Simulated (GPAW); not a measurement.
Runs of GPAW 26.7.0 on KF (Carobbiite). The structure is cubic, space group Fm-3m (No. 225). Conventional cell: a = 5.344 Å, b = 5.344 Å, c = 5.344 Å, α = 90.00°, β = 90.00°, γ = 90.00°. K (site symmetry m-3m) is surrounded by 6 F at 2.67 Å. Around F (site symmetry m-3m) lie 6 K at 2.67 Å. 

```csv
task,level,potentials or basis,spin,cell,k mesh,cutoff (eV),smearing,convergence,displacement,relaxed first,band path,band points,gap on the mesh (eV),pressure (GPa)
Born charges,LDA,"PAW data sets generated in the run's folder for this functional, pw",off,atoms relaxed,5 × 5 × 5,680,fermi-dirac 0.01 eV,density=1e-06 eigenstates=1e-09,0.01,ions,-,-,5.80,-3.8
single point,PBE,"GPAW PAW data sets (gpaw-data 1.2.1), pw",off,as given,9 × 9 × 9,800,fermi-dirac 0.05 eV,-,-,-,-,-,(c),0.6
band structure,RPBE+D3,"the program's PAW data sets (release 1.2.1) made for this functional, pw","collinear, ferromagnetic start",as given,9 × 9 × 9,800,fermi-dirac 0.05 eV,-,-,-,"GXWKGLUWLK,UX",100,6.51,(a)
single point,LDA,"the program's PAW data sets (release 1.2.1) made for this functional, pw",off,the cell as VASP's run set it,9 × 9 × 9,800,gaussian 0.05 eV,-,-,-,-,-,5.80,-4.3
single point,TB-mBJ,"GPAW PAW data sets for LDA (gpaw-data 1.2.1), pw",off,as given,10 × 10 × 10,800,fermi-dirac 0.05 eV,-,-,-,-,-,(b),-
energy-loss spectrum,LDA,"the program's PAW data sets (release 1.2.1) made for this functional, pw",off,as given,7 × 7 × 7,550,fermi-dirac 0.001 eV,-,-,-,-,-,5.80,-
band structure,PBEsol,"PAW data sets generated in the run's folder for this functional, pw",off,as given,9 × 9 × 9,800,fermi-dirac 0.05 eV,-,-,-,"GXWKGLUWLK,UX",80,6.04,-1.5
single point,RPBE,"the program's PAW data sets (release 1.2.1) made for this functional, pw",off,as given,9 × 9 × 9,800,gaussian 0.02 eV,-,-,-,-,-,6.51,3.3
relaxation of cell and atoms,RPBE+D4,"PAW data sets generated in the run's folder for this functional, pw",off,relaxed,9 × 9 × 9,800,fermi-dirac 0.05 eV,-,-,-,-,-,6.16,0.0
```

Problem. Fill in the values left out.

Solution. (a) 3.2; (b) 10.22; (c) 6.18.

Caveats: an odd mesh through Γ misses points on the zone boundary, where band edges often lie (some runs); the cell is more than 3 GPa from zero pressure, which shifts response properties (some runs); the cutoff is short for stress and forces, so pressures can be off by a GPa or more (some runs); the LO-TO splitting is left out (some runs); a model potential gives levels but no total energy (some runs); the PAW data sets were made with another functional, which shifts forces and pressure a little (some runs); the highest transitions drop out of the frequency grid (some runs).

Not every run made on this cell is shown here.
